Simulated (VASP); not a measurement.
# ZnCu (F-43m) in VASP: reference runs

How does ZnCu come out in PBE? The cell is run as given.

Everything below comes from runs of VASP 6.6.1. Logs are shortened: lines on timing, memory, paths and dates and some standing lists are left out, and cuts for length are marked.

### Step 1. Starting point

The structure is cubic, space group F-43m (No. 216). Conventional cell: a = 5.551 Å, b = 5.551 Å, c = 5.551 Å, α = 90.00°, β = 90.00°, γ = 90.00°. Zn (site symmetry -43m) has 4 Cu at 2.40 Å as nearest neighbours. Around Cu (site symmetry -43m) lie 4 Zn at 2.40 Å.

The cell was built by a generator and needn't be a form met in nature.

### Step 2. Single point, PBE

Input file INCAR:

```
PREC = Accurate ; ENCUT = 520
EDIFF = 1E-7 ; ISMEAR = -1
SIGMA = 0.05 ; LREAL = False
LASPH = True ; NELM = 80
ALGO = Normal ; ISIF = 2
LWAVE = False ; LCHARG = False
GGA = PE ; NBANDS = 18
```

Input file KPOINTS:

```
regular mesh
0
Gamma
  8 8 8
```

Input file POSCAR:

```
ZnCu
1.0
    0.0000000000      2.7755400000      2.7755400000
    2.7755400000      0.0000000000      2.7755400000
    2.7755400000      2.7755400000      0.0000000000
Zn Cu
1 1
Direct
    0.0000000000      0.0000000000      0.0000000000
    0.2500000000      0.2500000000      0.2500000000
```

Potentials or basis: VASP PAW PBE potentials, release 64 (Zn, Cu).

Command:

```
> cat potpaw_PBE.64/Zn/POTCAR potpaw_PBE.64/Cu/POTCAR > POTCAR
> mpirun -np 1 vasp_std > vasp.out
```

OUTCAR:

```text
PREC = Accurate
   ENCUT = 520
   EDIFF = 1E-7
   ISMEAR = -1
   LREAL = False
   LASPH = True
   NELM = 80
   ISIF = 2
   GGA = PE

 ion  position               nearest neighbor table
   1  0.000  0.000  0.000-   2 2.40   2 2.40   2 2.40   2 2.40
   2  0.250  0.250  0.250-   1 2.40   1 2.40   1 2.40   1 2.40

  LATTYP: Found a face centered cubic cell.
 ALAT       =     5.5510800000

  Lattice vectors:

 A1 = (   0.0000000000,   2.7755400000,   2.7755400000)
 A2 = (   2.7755400000,   0.0000000000,   2.7755400000)
 A3 = (   2.7755400000,   2.7755400000,   0.0000000000)

Analysis of symmetry for initial positions (statically):
=====================================================================
 Subroutine PRICEL returns:
 Original cell was already a primitive cell.

 Routine SETGRP: Setting up the symmetry group for a
 face centered cubic supercell.

 Subroutine GETGRP returns: Found 24 space group operations
 (whereof 24 operations were pure point group operations)
 out of a pool of 48 trial point group operations.

The static configuration has the point symmetry T_d .

Analysis of symmetry for dynamics (positions and initial velocities):
=====================================================================
 Subroutine PRICEL returns:
 Original cell was already a primitive cell.

 Routine SETGRP: Setting up the symmetry group for a
 face centered cubic supercell.

 Subroutine GETGRP returns: Found 24 space group operations
 (whereof 24 operations were pure point group operations)
 out of a pool of 48 trial point group operations.

The dynamic configuration has the point symmetry T_d .

 Subroutine INISYM returns: Found 24 space group operations
 (whereof 24 operations are pure point group operations),
 and found     1 'primitive' translations

----------------------------------------------------------------------------------------

                                     Primitive cell

  volume of cell :      42.7634

  direct lattice vectors                    reciprocal lattice vectors
     0.000000000  2.775540000  2.775540000    -0.180145125  0.180145125  0.180145125
     2.775540000  0.000000000  2.775540000     0.180145125 -0.180145125  0.180145125
     2.775540000  2.775540000  0.000000000     0.180145125  0.180145125 -0.180145125

  length of vectors
     3.925206311  3.925206311  3.925206311     0.312020509  0.312020509  0.312020509

  position of ions in fractional coordinates (direct lattice)
     0.000000000  0.000000000  0.000000000
     0.250000000  0.250000000  0.250000000

  ion indices of the primitive-cell ions
   primitive index   ion index
                 1           1
                 2           2

----------------------------------------------------------------------------------------

 KPOINTS: regular mesh

Automatic generation of k-mesh.
 Grid dimensions read from file:
 generate k-points for:    8    8    8

 Generating k-lattice:

  Cartesian coordinates                     Fractional coordinates (reciprocal lattice)
    -0.022518141  0.022518141  0.022518141     0.125000000  0.000000000  0.000000000
     0.022518141 -0.022518141  0.022518141     0.000000000  0.125000000  0.000000000
     0.022518141  0.022518141 -0.022518141     0.000000000  0.000000000  0.125000000

  Length of vectors
     0.039002564  0.039002564  0.039002564

  Shift w.r.t. Gamma in fractional coordinates (k-lattice)
     0.000000000  0.000000000  0.000000000

 Subroutine IBZKPT returns following result:
 ===========================================

 Found     29 irreducible k-points:

 Following reciprocal coordinates:
            Coordinates               Weight
  0.000000  0.000000  0.000000      1.000000
  0.125000  0.000000  0.000000      8.000000
  0.250000  0.000000  0.000000      8.000000
  0.375000  0.000000  0.000000      8.000000
  0.500000  0.000000  0.000000      4.000000
  0.125000  0.125000  0.000000      6.000000
[... 16 lines left out ...]
  0.500000  0.250000  0.125000     48.000000
 -0.375000  0.250000  0.125000     24.000000
 [... further k-points ...]
   k-points           NKPTS =     29   k-points in BZ     NKDIM =     29   number of bands    NBANDS=     18
   number of dos      NEDOS =    301   number of ions     NIONS =      2
   total plane-waves  NPLWV =  27000
   dimension x,y,z NGX =    30 NGY =   30 NGZ =   30
   dimension x,y,z NGXF=    60 NGYF=   60 NGZF=   60
   ions per type =               1   1
   NGX,Y,Z   is equivalent  to a cutoff of  12.71, 12.71, 12.71 a.u.
   NGXF,Y,Z  is equivalent  to a cutoff of  25.41, 25.41, 25.41 a.u.
 SYSTEM =  unknown system
   PREC   = accura    normal or accurate (medium, high low for compatibility)
   ISTART =      0    job   : 0-new  1-cont  2-samecut
   ICHARG =      2    charge: 1-file 2-atom 10-const
   ISPIN  =      1    spin polarized calculation?
   LNONCOLLINEAR =      F non collinear calculations
   LSORBIT =      F    spin-orbit coupling
   LASPH  =      T    aspherical Exc in radial PAW
   ENCUT  =  520.0 eV  38.22 Ry    6.18 a.u.   7.30  7.30  7.30*2*pi/ulx,y,z
   NELM   =     80;   NELMIN=  2; NELMDL= -5     # of ELM steps
   EDIFF  = 0.1E-06   stopping-criterion for ELM
   LREAL  =      F    real-space projection
   EDIFFG = 0.1E-05   stopping-criterion for IOM
   NSW    =      0    number of steps for IOM
   IBRION =     -1    ionic relax: 0-MD 1-quasi-New 2-CG
   NFREE  =      0    steps in history (QN), initial steepest desc. (CG)
   ISIF   =      2    stress and relaxation
   ISYM   =      2    0-nonsym 1-usesym 2-fastsym
   POTIM  = 0.5000    time-step for ionic-motion
   TEBEG  =    0.0;   TEEND  =   0.0 temperature during run
   PSTRESS=    0.0 pullay stress
   NELECT =      23.0000    total number of electrons
   NUPDOWN=      -1.0000    fix difference up-down
   EMIN   =  10.00;   EMAX   =-10.00  energy-range for DOS
   EFERMI =   0.00;   METHOD = LEGACY
   ISMEAR =    -1;   SIGMA  =   0.05  broadening in eV -4-tet -1-fermi 0-gaus
   EFERMI_NEDOS =   21; number of points for ismear=-14 and -15
   IALGO  =     38    algorithm
   IMIX   =      4    mixing-type and parameters
     AMIX     =   0.40;   BMIX     =  1.00
     AMIX_MAG =   1.60;   BMIX_MAG =  1.00
  volume/ion in A,a.u.               =      21.38       144.29
  Fermi-wavevector in a.u.,A,eV,Ry     =   1.331353  2.515893 24.116345  1.772501
  Thomas-Fermi vector in A             =   2.460371
   LORBIT       =      0    0 simple, 1 ext, 2 COOP (PROOUT), +10 PAW based schemes
   GGA     = PE    functional components
   LHFCALC =     F    Hartree Fock is set to
   AEXX    =    0.0000 exact exchange contribution
   IVDW    =     0    specifies the selected vdW correction
   LEPSILON=     F    determine dielectric tensor
   LRPA    =     F    only Hartree local field effects (RPA)
 non-spin polarized calculation
  energy-cutoff  :      520.00
  volume of cell :       42.76
 maximum number of plane-waves:      1174
 NGX is ok and might be reduce to    30
   NGX = 15   NGY = 15   NGZ = 15

 number of electron      22.9999978 magnetization

 Free energy of the ion-electron system (eV)
  ---------------------------------------------------
  ext. energy  EPLUGINS =         0.00000000
  ---------------------------------------------------
  free energy    TOTEN  =        -3.55674703 eV

  energy without entropy =       -3.55326108  energy(sigma->0) =       -3.55500406

 E-fermi :   1.3349     XC(G=0):  -9.4585

 val. band max:        1.2582089585   @ k =  -0.2500   0.3750   0.1250
 cond. band min:       1.5873593275   @ k =   0.5000   0.2500   0.1250
 fundamental gap:      0.3291503689
 Fermi energy:         1.3349185312

 k-point     1 :       0.0000    0.0000    0.0000
  band No.  band energies     occupation
      1      -5.5646      2.00000
      2      -5.4535      2.00000
      3      -5.4535      2.00000
      4      -5.4535      2.00000
      5      -5.3558      2.00000
      6      -5.3558      2.00000
[... 10 lines left out ...]
     17      10.1135      0.00000
     18      11.3012      0.00000

 k-point     2 :       0.1250    0.0000    0.0000
  band No.  band energies     occupation
      1      -5.4976      2.00000
      2      -5.4498      2.00000
      3      -5.4498      2.00000
      4      -5.3516      2.00000
      5      -5.3516      2.00000
      6      -5.3023      2.00000
[... 10 lines left out ...]
     17      10.8909      0.00000
     18      12.5217      0.00000

 k-point     3 :       0.2500    0.0000    0.0000
  band No.  band energies     occupation
      1      -5.5105      2.00000
      2      -5.4417      2.00000
      3      -5.4417      2.00000
      4      -5.3407      2.00000
      5      -5.3407      2.00000
      6      -4.6527      2.00000
[... 10 lines left out ...]
     17      11.3375      0.00000
     18      12.7341      0.00000

 k-point     4 :       0.3750    0.0000    0.0000
  band No.  band energies     occupation
      1      -5.5305      2.00000
      2      -5.4347      2.00000
      3      -5.4347      2.00000
      4      -5.3283      2.00000
      5      -5.3283      2.00000
      6      -3.6981      2.00000
[... 375 lines left out ...]
      4      -5.3675      2.00000
      5      -5.3152      2.00000
      6      -4.1025      2.00000
[... 10 lines left out ...]
     17      12.1462      0.00000
     18      14.0294      0.00000

 k-point    23 :       0.5000    0.2500    0.1250
  band No.  band energies     occupation
      1      -5.5061      2.00000
      2      -5.4487      2.00000
      3      -5.4129      2.00000
      4      -5.3612      2.00000
      5      -5.3111      2.00000
      6      -3.2180      2.00000
[... 10 lines left out ...]
     17      12.4096      0.00000
     18      14.3062      0.00000

 k-point    24 :      -0.3750    0.2500    0.1250
  band No.  band energies     occupation
      1      -5.5056      2.00000
      2      -5.4523      2.00000
      3      -5.4093      2.00000
      4      -5.3567      2.00000
      5      -5.3111      2.00000
      6      -2.7117      2.00000
[... 10 lines left out ...]
     17      14.2178      0.00000
     18      14.7872      0.00000

 [... further k-points ...]

------------------------ aborting loop because EDIFF is reached ----------------------------------------

  FORCE on cell =-STRESS in cart. coord.  units (eV):
  Direction    XX          YY          ZZ          XY          YZ          ZX
  --------------------------------------------------------------------------------------
  -------------------------------------------------------------------------------------
  Total        0.1094242      0.1094242      0.1094242     -0.0000000     -0.0000000      0.0000000
  in kB        4.0996954      4.0996954      4.0996954     -0.0000000     -0.0000000      0.0000000
  external PRESSURE =       4.0996954 kB  Pullay stress =       0.0000000 kB

 VOLUME and BASIS-vectors are now :
 -----------------------------------------------------------------------------
  energy-cutoff  :      520.00
  volume of cell :       42.76
      direct lattice vectors                 reciprocal lattice vectors
     0.000000000  2.775540000  2.775540000    -0.180145125  0.180145125  0.180145125
     2.775540000  0.000000000  2.775540000     0.180145125 -0.180145125  0.180145125
     2.775540000  2.775540000  0.000000000     0.180145125  0.180145125 -0.180145125

 POSITION                                       TOTAL-FORCE (eV/Angst)
 -----------------------------------------------------------------------------------
      0.00000      0.00000      0.00000        -0.000000     -0.000000     -0.000000
      1.38777      1.38777      1.38777         0.000000      0.000000      0.000000
 -----------------------------------------------------------------------------------
    total drift:                                0.000000      0.000000      0.000001

  FREE ENERGIE OF THE ION-ELECTRON SYSTEM (eV)
  ---------------------------------------------------
  free  energy   TOTEN  =        -3.5567470298 eV

  energy  without entropy=       -3.5532610808  energy(sigma->0) =       -3.55500406
```

Run time: 27 s. Hardware: 1 thread of Intel Xeon 6975P-C (Granite Rapids), shared host; peak memory 0.16 GiB.

Results:

* Free energy: -3.5567 eV
* Pressure: 0.4 GPa
* Band gap on the k mesh: none (metal or under the smearing width)
